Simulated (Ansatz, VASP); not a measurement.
# BaTiO3: VASP beside Ansatz, part 2 of 3

One calculation is typed for both programs; each brings its own data sets and cutoff. How far apart do they land?  Other levels of theory on this material are compared in a session of their own.

VASP 6.6.1 and Ansatz 0.2.0.

So far. Step 2 (VASP: band structure, PBEsol): The run ends at a pressure of -0.46 GPa, with forces up to 0.14 eV/Å.

## (4) Side by side

Known differences besides the potentials themselves: the cutoff is 420 eV in Ansatz and 520 eV in VASP; Ansatz makes its cores anew for this functional, VASP keeps those of its PBE data sets. Total energies have different zeros and are not compared.

Compared:

| quantity | Ansatz | VASP | difference |
| --- | --- | --- | --- |
| pressure (GPa) | -2.31 | -0.46 | -1.85 |
| pressure without Ansatz's Pulay correction (GPa) | -2.90 | -0.46 | -2.44 |
| gap over the path points (eV) | 1.810 | 1.743 | +0.067 |

Forces (eV/Å; atoms numbered as in POSCAR):

| atom | Ansatz x, y, z | VASP x, y, z |
| --- | --- | --- |
| Ba1 | 0.000, 0.000, 0.160 | 0.000, 0.000, 0.144 |
| Ti2 | 0.000, 0.000, -0.077 | 0.000, 0.000, -0.134 |
| O3 | 0.000, 0.000, -0.084 | 0.000, 0.000, -0.028 |
| O4 | 0.000, 0.000, 0.001 | 0.000, 0.000, 0.009 |
| O5 | 0.000, 0.000, 0.001 | 0.000, 0.000, 0.009 |

Levels at points of the path, from each program's valence-band top (eV; 4 filled, then empty):

| k (reciprocal lattice) | Ansatz | VASP |
| --- | --- | --- |
| 0.000 0.000 0.000 | -1.22 -0.41 -0.35 -0.35 1.81 2.19 2.19 | -1.20 -0.46 -0.38 -0.38 1.74 2.12 2.12 |
| 0.000 0.133 0.000 | -1.31 -0.76 -0.52 -0.41 2.15 2.22 2.34 | -1.31 -0.80 -0.56 -0.45 2.08 2.17 2.29 |
| 0.000 0.300 0.000 | -1.65 -1.45 -0.89 -0.74 2.25 3.03 3.07 | -1.68 -1.48 -0.94 -0.78 2.21 2.98 3.02 |
| 0.000 0.467 0.000 | -1.86 -1.68 -1.10 -0.93 2.29 3.55 3.61 | -1.88 -1.71 -1.14 -0.98 2.26 3.50 3.57 |
| 0.100 0.500 0.000 | -1.72 -1.40 -1.25 -0.87 2.36 3.58 3.64 | -1.76 -1.44 -1.29 -0.91 2.33 3.52 3.59 |
| 0.267 0.500 0.000 | -1.67 -1.48 -1.12 -0.43 2.95 3.65 3.73 | -1.71 -1.53 -1.17 -0.47 2.90 3.59 3.67 |
| 0.433 0.500 0.000 | -1.79 -1.10 -1.09 -0.08 3.59 3.66 3.98 | -1.82 -1.15 -1.13 -0.12 3.53 3.61 3.92 |
| 0.433 0.433 0.000 | -1.77 -1.17 -1.08 -0.10 3.56 3.61 3.95 | -1.80 -1.21 -1.12 -0.14 3.51 3.55 3.88 |
| 0.267 0.267 0.000 | -1.95 -1.19 -0.98 -0.47 2.81 3.04 3.24 | -2.00 -1.21 -1.02 -0.50 2.76 2.99 3.18 |
| 0.100 0.100 0.000 | -1.25 -0.93 -0.42 -0.40 2.15 2.26 2.31 | -1.23 -0.98 -0.46 -0.44 2.09 2.21 2.25 |

The forces differ by 21 meV/Å r.m.s., which is 41.7 % of the r.m.s. force of 0.05 eV/Å (both taken over all components). Among the levels compared at these points, filled levels agree within 68 meV and empty ones within 67 meV. Ansatz's pressure holds a Pulay correction of 0.59 GPa; VASP's holds none.

## (5) What the set-up changes

Further runs change the set-up of one program: Ansatz's method, potentials or start, or VASP's data sets, cutoff or form of LDA. The table gives Ansatz less VASP for each quantity, since a change that brings one quantity closer may part another.

| run | r.m.s. force difference (meV/Å) | pressure (GPa) | gap over the path points (eV) | pressure without Ansatz's Pulay correction (GPa) |
| --- | --- | --- | --- | --- |
| as above | 21 | -1.8 | 0.067 | -2.4 |
| cores kept as stored | 19 | -1.8 | 0.066 | -2.3 |
| Ansatz's larger PAW set (cutoff 910 eV) | 23 | -1.8 | 0.062 |  |
| norm-conserving potentials (cutoff 1143 eV) | 23 | -2.2 | 0.083 |  |

## (6) VASP: band structure, PBE

Levels along a path test the potential and the projectors away from the mesh points.

INCAR

```
SYSTEM = BaTiO3
PREC = Accurate
ENCUT = 520
EDIFF = 1E-06
NELM = 100
ISMEAR = 0
SIGMA = 0.02
LREAL = .FALSE.
ALGO = Normal
GGA = PE
NBANDS = 35
LASPH = .TRUE.
LORBIT = 11
LWAVE = .FALSE.
LCHARG = .FALSE.
KPAR = 8
```

POSCAR

```
BaTiO3
1.0
    3.9904800000      0.0000000000      0.0000000000
    0.0000000000      3.9904800000      0.0000000000
    0.0000000000      0.0000000000      4.0230300000
Ba Ti O
1 1 3
Direct
    0.0000000000      0.0000000000      0.0000000000
    0.5000000000      0.5000000000      0.5220000000
    0.5000000000      0.5000000000      0.9790000000
    0.5000000000      0.0000000000      0.4880000000
    0.0000000000      0.5000000000      0.4880000000
```

KPOINTS

```
Automatic mesh
0
Gamma
4 4 4
0 0 0
```

KPOINTS_OPT

```
Line mode
16
Line-mode
Reciprocal
  0.00000000   0.00000000   0.00000000 GAMMA
  0.00000000   0.50000000   0.00000000 X

  0.00000000   0.50000000   0.00000000 X
  0.50000000   0.50000000   0.00000000 M

  0.50000000   0.50000000   0.00000000 M
  0.00000000   0.00000000   0.00000000 GAMMA

  0.00000000   0.00000000   0.00000000 GAMMA
  0.00000000   0.00000000   0.50000000 Z

  0.00000000   0.00000000   0.50000000 Z
  0.00000000   0.50000000   0.50000000 R

  0.00000000   0.50000000   0.50000000 R
  0.50000000   0.50000000   0.50000000 A

  0.50000000   0.50000000   0.50000000 A
  0.00000000   0.00000000   0.50000000 Z

  0.00000000   0.50000000   0.00000000 X
  0.00000000   0.50000000   0.50000000 R

  0.50000000   0.50000000   0.00000000 M
  0.50000000   0.50000000   0.50000000 A
```

The projector-augmented-wave data sets are Ba_sv, Ti_sv and O (PBE family, release 64).

Launch:

```sh
$ mpirun -np 8 vasp_std
```

Numbers of over 12 decimals in the logs are rounded to 6 here.

The program printed:

```text
[banner, memory and clock lines left out]
running    8 mpi-ranks, on    1 nodes
[...]
[... a notice as in an earlier step ...]

 LDA part: xc-table for (Slater+PW92), standard interpolation
 POSCAR, INCAR and KPOINTS ok, starting setup
[...]
entering main loop
       N       E                     dE             d eps       ncg     rms          rms(c)
DAV:   1     0.398161819222E+03    0.39816E+03   -0.19785E+04  1260   0.123E+03
DAV:   2    -0.100633641537E+02   -0.40823E+03   -0.37898E+03  1365   0.354E+02
DAV:   3    -0.489024956441E+02   -0.38839E+02   -0.38286E+02  1786   0.108E+02
DAV:   4    -0.506931020263E+02   -0.17906E+01   -0.17836E+01  1791   0.189E+01
[...]
DAV:  15    -0.399711122943E+02    0.20384E-05   -0.27870E-05  1665   0.461E-02    0.130E-02
DAV:  16    -0.399711104159E+02    0.18784E-05   -0.44669E-06  1485   0.186E-02    0.103E-03
DAV:  17    -0.399711105245E+02   -0.10861E-06   -0.23511E-07   779   0.356E-03
   1 F= -.39971111E+02 E0= -.39971111E+02  d E =-.666717E-57
 Start KPOINTS_OPT (optional k-point list driver)
k-point batch [1-18\144]
       N       E                     dE             ncg
DAV:   1     0.539851378448E+03   -0.87997E+04     1260
DAV:   2    -0.637145546941E+04   -0.69113E+04     1372
DAV:   3    -0.707774693558E+04   -0.70629E+03     1756
DAV:   4    -0.710322659002E+04   -0.25480E+02     1760
DAV:   5    -0.710376578623E+04   -0.53920E+00     1525
DAV:   6    -0.710377517193E+04   -0.93857E-02     1569
DAV:   7    -0.710377547618E+04   -0.30425E-03     1535
DAV:   8    -0.710377548771E+04   -0.11527E-04     1407
DAV:   9    -0.710377548817E+04   -0.45705E-06     1167
[...]
k-point batch [127-144\144]
       N       E                     dE             ncg
DAV:   1     0.580204701899E+03   -0.24715E+05     1260
DAV:   2    -0.649211445441E+04   -0.70723E+04     1372
DAV:   3    -0.725079712104E+04   -0.75868E+03     1894
DAV:   4    -0.728147055184E+04   -0.30673E+02     1683
[...]
DAV:   8    -0.728229120620E+04   -0.22270E-04     1314
DAV:   9    -0.728229120722E+04   -0.10201E-05     1147
DAV:  10    -0.728229120728E+04   -0.65696E-07      904
```

From OUTCAR (step 6):

```text
  Total        1.9958055      1.9958055      2.9820349      0.0000000      0.0000000      0.0000000
  in kB       49.9143315     49.9143315     74.5795489      0.0000000      0.0000000      0.0000000
  external PRESSURE =      58.1360706 kB  Pullay stress =       0.0000000 kB

 POSITION                                       TOTAL-FORCE (eV/Angst)
 -----------------------------------------------------------------------------------
      0.00000      0.00000      0.00000        -0.000000     -0.000000      0.136137
      1.99524      1.99524      2.10002         0.000000      0.000000     -0.182953
      1.99524      1.99524      3.93855         0.000000     -0.000000      0.052572
      1.99524      0.00000      1.96324         0.000000     -0.000000     -0.002878
      0.00000      1.99524      1.96324        -0.000000      0.000000     -0.002878
 -----------------------------------------------------------------------------------
    total drift:                                0.000000      0.000000      0.000119

  FREE ENERGIE OF THE ION-ELECTRON SYSTEM (eV)
  ---------------------------------------------------
  free  energy   TOTEN  =       -39.9711105245 eV

  energy  without entropy=      -39.9711105245  energy(sigma->0) =      -39.97111052

[... 2 parts as in an earlier step ...]

[... 1 further part left out ...]
[key lines of the parts left out:]
E-fermi :   4.1458
```

The run ends at a pressure of 5.81 GPa, with forces up to 0.18 eV/Å.

## (7) Ansatz: band structure, PBE

The same cell, functional, mesh and smearing now go to Ansatz, which takes its cutoff from its data sets.

input.yaml

```yaml
crystal:
  lattice:
    - [3.99048, 0.0, 0.0]
    - [0.0, 3.99048, 0.0]
    - [0.0, 0.0, 4.02303]
  atoms:
    - { symbol: Ba, position: [0.0, 0.0, 0.0] }
    - { symbol: Ti, position: [0.5, 0.5, 0.522] }
    - { symbol: O, position: [0.5, 0.5, 0.979] }
    - { symbol: O, position: [0.5, 0.0, 0.488] }
    - { symbol: O, position: [0.0, 0.5, 0.488] }
hamiltonian:
  xc: pbe
  pseudopotentials: { kind: paw }
kpoints:
  mp_grid: { grid: [4, 4, 4] }
  band_path:
    path:
      - [0.0, 0.0, 0.0]
      - [0.0, 0.13333, 0.0]
      - [0.0, 0.3, 0.0]
      - [0.0, 0.46667, 0.0]
      - [0.1, 0.5, 0.0]
      - [0.26667, 0.5, 0.0]
      - [0.43333, 0.5, 0.0]
      - [0.43333, 0.43333, 0.0]
      - [0.26667, 0.26667, 0.0]
      - [0.1, 0.1, 0.0]
      - [0.0, 0.0, 0.03333]
      - [0.0, 0.0, 0.2]
      - [0.0, 0.0, 0.36667]
      - [0.0, 0.0, 0.5]
      - [0.0, 0.16667, 0.5]
      - [0.0, 0.3, 0.5]
      - [0.0, 0.46667, 0.5]
      - [0.1, 0.5, 0.5]
      - [0.26667, 0.5, 0.5]
      - [0.43333, 0.5, 0.5]
      - [0.5, 0.5, 0.5]
      - [0.43333, 0.43333, 0.5]
      - [0.26667, 0.26667, 0.5]
      - [0.1, 0.1, 0.5]
      - [0.0, 0.5, 0.03333]
      - [0.0, 0.5, 0.2]
      - [0.0, 0.5, 0.36667]
      - [0.5, 0.5, 0.0]
      - [0.5, 0.5, 0.16667]
      - [0.5, 0.5, 0.33333]
      - [0.5, 0.5, 0.5]
    npoints: 1
scf:
  occupations: { method: gaussian, width: 0.02 }
  n_extra_bands: 8
output:
  forces: true
  stress: true
  eigenvalues: true
  write_density: true
  write_potential: true
  elf: true
  volumetric_format: npy
```

Launch:

```sh
$ ansatz run input.yaml --threads 2 --pin off --max-ram 4608MiB --backend cpu --events-out ev --progress --plain --runs-dir out
```

The program printed:

```text
[...]
Crystal: 5 atoms, lattice volume = 64.062 Å³
Basis set: ecut = 420 eV, 1245 PW (Γ), exchange–correlation on 54×54×54 points (8 copies of the dense FFT grid, shifted against one another)
Bands: 28, of which v1, the nominal top of the filled ones, is band 20 counted from 1 (19 counted from 0)
Symmetry: 8 space group operations
[...]
k-points: 18 of 64 (time reversal used)
[...]
k-point 0: bands = [... 16 lower, 9.2045, 9.9824, 10.0559, 10.0559, 12.2572, 12.6246, 12.6246, 14.5034, ... 4 higher]
  k-point 1: bands = [... 16 lower, 8.8020, 9.1069, 9.8809, 9.8809, 12.3204, 13.3863, 13.3863, 14.5009, ... 4 higher]
  k-point 2: bands = [... 16 lower, 8.4623, 8.4874, 9.7219, 9.7219, 12.3862, 14.0723, 14.0723, 14.5015, ... 4 higher]
  k-point 17: bands = [... 16 lower, 8.0166, 10.2263, 10.2263, 10.4011, 14.6390, 14.6515, 14.6515, 16.9142, ... 4 higher]
[key lines of the parts left out:]
SCF converged after 6 iterations
Free energy (F): -10159.571875 eV
Fermi energy:    11.329157 eV
P = ⅓ Tr σ = 3.9995 GPa (39.995 kbar)
```

Wall time 6.6 s (2 threads of Arm Neoverse N1, shared host); peak memory 0.36 GiB.

## (8) Side by side

Compared:

| quantity | Ansatz | VASP | difference |
| --- | --- | --- | --- |
| pressure (GPa) | 4.00 | 5.81 | -1.81 |
| pressure without Ansatz's Pulay correction (GPa) | 3.46 | 5.81 | -2.36 |
| gap over the path points (eV) | 1.856 | 1.790 | +0.066 |

Forces (eV/Å; atoms numbered as in POSCAR):

| atom | Ansatz x, y, z | VASP x, y, z |
| --- | --- | --- |
| Ba1 | 0.000, 0.000, 0.152 | 0.000, 0.000, 0.136 |
| Ti2 | 0.000, 0.000, -0.122 | 0.000, 0.000, -0.183 |
| O3 | 0.000, 0.000, -0.009 | 0.000, 0.000, 0.053 |
| O4 | 0.000, 0.000, -0.010 | 0.000, 0.000, -0.003 |
| O5 | 0.000, 0.000, -0.010 | 0.000, 0.000, -0.003 |

Levels at points of the path, from each program's valence-band top (eV; 4 filled, then empty):

| k (reciprocal lattice) | Ansatz | VASP |
| --- | --- | --- |
| 0.000 0.000 0.000 | -1.20 -0.42 -0.34 -0.34 1.86 2.22 2.22 | -1.18 -0.46 -0.38 -0.38 1.79 2.17 2.17 |
| 0.000 0.133 0.000 | -1.29 -0.75 -0.52 -0.41 2.18 2.26 2.38 | -1.28 -0.79 -0.56 -0.45 2.12 2.21 2.32 |
| 0.000 0.300 0.000 | -1.62 -1.42 -0.89 -0.74 2.29 3.04 3.08 | -1.65 -1.45 -0.93 -0.78 2.24 3.00 3.03 |
| 0.000 0.467 0.000 | -1.83 -1.65 -1.09 -0.93 2.33 3.54 3.61 | -1.85 -1.68 -1.13 -0.97 2.29 3.50 3.56 |
| 0.100 0.500 0.000 | -1.69 -1.39 -1.23 -0.86 2.40 3.58 3.63 | -1.73 -1.43 -1.26 -0.91 2.36 3.52 3.59 |
| 0.267 0.500 0.000 | -1.66 -1.46 -1.11 -0.42 2.96 3.64 3.73 | -1.70 -1.51 -1.16 -0.46 2.92 3.59 3.67 |
| 0.433 0.500 0.000 | -1.77 -1.10 -1.08 -0.07 3.59 3.66 3.98 | -1.81 -1.14 -1.12 -0.11 3.53 3.60 3.92 |
| 0.433 0.433 0.000 | -1.75 -1.16 -1.07 -0.10 3.56 3.61 3.95 | -1.79 -1.20 -1.11 -0.14 3.51 3.55 3.88 |
| 0.267 0.267 0.000 | -1.93 -1.17 -0.97 -0.46 2.83 3.05 3.26 | -1.98 -1.19 -1.01 -0.50 2.78 3.00 3.20 |
| 0.100 0.100 0.000 | -1.23 -0.92 -0.42 -0.40 2.19 2.30 2.34 | -1.22 -0.96 -0.45 -0.44 2.13 2.25 2.29 |

The forces differ by 23 meV/Å r.m.s., which is 38.1 % of the r.m.s. force of 0.06 eV/Å (both taken over all components). Among the levels compared at these points, filled levels agree within 69 meV and empty ones within 66 meV. Ansatz's pressure holds a Pulay correction of 0.54 GPa; VASP's holds none.

## (9) Further runs

Further runs change the set-up of one program: Ansatz's method, potentials or start, or VASP's data sets, cutoff or form of LDA. The table gives Ansatz less VASP for each quantity, since a change that brings one quantity closer may part another.

| run | r.m.s. force difference (meV/Å) | pressure (GPa) | gap over the path points (eV) |
| --- | --- | --- | --- |
| as above | 23 | -1.8 | 0.066 |
| Ansatz's larger PAW set (cutoff 910 eV) | 24 | -1.8 | 0.060 |
| norm-conserving potentials (cutoff 1240 eV) | 20 | -1.9 | 0.065 |

## (10) VASP: band structure, BLYP

The same path points are solved in both programs, so levels can be compared one by one.

Changes to INCAR since step 6:

```diff
@@ -9,3 +9,7 @@
 ALGO = Normal
-GGA = PE
+GGA = B5
+ALDAX = 1
+AGGAX = 1
+AGGAC = 1
+ALDAC = 0
 NBANDS = 35
```

POSCAR is that of step 6.

KPOINTS is that of step 6.

KPOINTS_OPT is that of step 6.

Launch:

```sh
$ mpirun -np 8 vasp_std
```

The program printed:

```text
[banner, memory and clock lines left out]
running    8 mpi-ranks, on    1 nodes
[...]
[... a notice as in an earlier step ...]

 [... a notice as in an earlier step ...]

 LDA part: xc-table for (Slater(with rela. corr.)+VWN5), standard interpolation
 POSCAR, INCAR and KPOINTS ok, starting setup
[...]
entering main loop
       N       E                     dE             d eps       ncg     rms          rms(c)
DAV:   1     0.401992611154E+03    0.40199E+03   -0.19889E+04  1260   0.123E+03
DAV:   2    -0.894473226904E+01   -0.41094E+03   -0.38159E+03  1357   0.355E+02
DAV:   3    -0.481352134438E+02   -0.39190E+02   -0.38634E+02  1791   0.109E+02
DAV:   4    -0.499098402224E+02   -0.17746E+01   -0.17675E+01  1783   0.190E+01
[...]
DAV:  15    -0.380364811368E+02    0.14757E-04   -0.29440E-05  1759   0.346E-02    0.287E-02
DAV:  16    -0.380364708009E+02    0.10336E-04   -0.18011E-05  1503   0.362E-02    0.364E-03
DAV:  17    -0.380364705878E+02    0.21315E-06   -0.22888E-06  1338   0.106E-02
   1 F= -.38036471E+02 E0= -.38036471E+02  d E =-.324519E-45
 Start KPOINTS_OPT (optional k-point list driver)
k-point batch [1-18\144]
       N       E                     dE             ncg
DAV:   1     0.839853641494E+03   -0.84997E+04     1260
DAV:   2    -0.608414567543E+04   -0.69240E+04     1375
DAV:   3    -0.679224104705E+04   -0.70810E+03     1751
DAV:   4    -0.681797504670E+04   -0.25734E+02     1760
DAV:   5    -0.681854949832E+04   -0.57445E+00     1533
DAV:   6    -0.681855993808E+04   -0.10440E-01     1577
DAV:   7    -0.681856027665E+04   -0.33857E-03     1530
DAV:   8    -0.681856028980E+04   -0.13154E-04     1388
DAV:   9    -0.681856029035E+04   -0.54873E-06     1188
[...]
k-point batch [127-144\144]
       N       E                     dE             ncg
DAV:   1     0.878352418671E+03   -0.24417E+05     1260
DAV:   2    -0.620711547489E+04   -0.70855E+04     1380
DAV:   3    -0.696428794349E+04   -0.75717E+03     1881
DAV:   4    -0.699517774380E+04   -0.30890E+02     1653
[...]
DAV:   8    -0.699604299729E+04   -0.24269E-04     1268
DAV:   9    -0.699604299850E+04   -0.12133E-05     1157
DAV:  10    -0.699604299858E+04   -0.78606E-07      984
```

Parts of OUTCAR (step 10):

```text
  Total        4.2995802      4.2995802      5.3512734      0.0000000     -0.0000000      0.0000000
  in kB      107.5308520    107.5308520    133.8332963      0.0000000     -0.0000000      0.0000000
  external PRESSURE =     116.2983334 kB  Pullay stress =       0.0000000 kB

 POSITION                                       TOTAL-FORCE (eV/Angst)
 -----------------------------------------------------------------------------------
      0.00000      0.00000      0.00000        -0.000000      0.000000      0.147691
      1.99524      1.99524      2.10002        -0.000000     -0.000000     -0.311111
      1.99524      1.99524      3.93855        -0.000000     -0.000000      0.183686
      1.99524      0.00000      1.96324        -0.000000      0.000000     -0.010133
      0.00000      1.99524      1.96324         0.000000      0.000000     -0.010133
 -----------------------------------------------------------------------------------
    total drift:                                0.000000      0.000000     -0.000096

  FREE ENERGIE OF THE ION-ELECTRON SYSTEM (eV)
  ---------------------------------------------------
  free  energy   TOTEN  =       -38.0364705878 eV

  energy  without entropy=      -38.0364705878  energy(sigma->0) =      -38.03647059

[... 2 parts as in an earlier step ...]

[... 1 further part left out ...]
[key lines of the parts left out:]
E-fermi :   4.4633
```

At this level the cell is under a pressure of 11.6 GPa, so at these settings it is away from equilibrium.

(Continued in part 3 of 3.)

[Lines on the potential files, build, host, timing and source positions are cut from VASP's logs without a mark.]

[Logs are printed without paths, hosts, clocks, repeated set-up lines and the standing remarks that a program may print on its own settings, such as how far it seeks lower states.]

[Hosts, paths, dates, database ids (printed as entryN), source tags and the programs' standing remarks are cut or masked in the printed files.]
